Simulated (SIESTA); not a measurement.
SnO2:

```xyz
6
Lattice="4.7880 0.0000 0.0000 0.0000 4.8666 0.0000 0.0000 0.0000 3.2409" Properties=species:S:1:pos:R:3 pbc="T T T"
Sn    0.0000    0.0000    0.0000
Sn    2.3940    2.4333    1.6204
O     3.3906    3.3042    0.0000
O     0.9966    3.9957    1.6204
O     3.7914    0.8709    1.6204
O     1.3974    1.5624    0.0000
```

The cell is a database's computed one.

Base run:

* Program: SIESTA 5.4.2
* Functional: PBEsol
* Potentials or basis: PseudoDojo 0.4 standard (PBEsol files)
* Basis: DZP (energy shift 0.003 Ry; two zetas on semicore shells)
* Grid cutoff: 800 Ry
* Energy shift: 0.003 Ry
* k mesh: 6 × 6 × 8
* Occupations: fermi-dirac, width 0.05 eV
* Spin: no spin polarisation

Its results: band gap on the k mesh 0.55 eV, indirect (least direct gap 0.56 eV); pressure -0.8 GPa; largest force 0.084 eV/Å.

Q: The run is repeated on the same cell with these changes: functional from PBEsol to LDA; potentials or basis from PseudoDojo 0.4 standard (PBEsol files) to PseudoDojo 0.4 standard (LDA files). What comes out?

A: Band gap on the k mesh 0.52 eV, indirect (least direct gap 0.54 eV); pressure -6.2 GPa; largest force 0.148 eV/Å.

Caveats: spin-orbit coupling is left out, which moves the levels of the heavy elements; the basis of atomic orbitals isn't converged, which shifts pressures, moduli and gaps.

Not every run made on this cell is shown here.
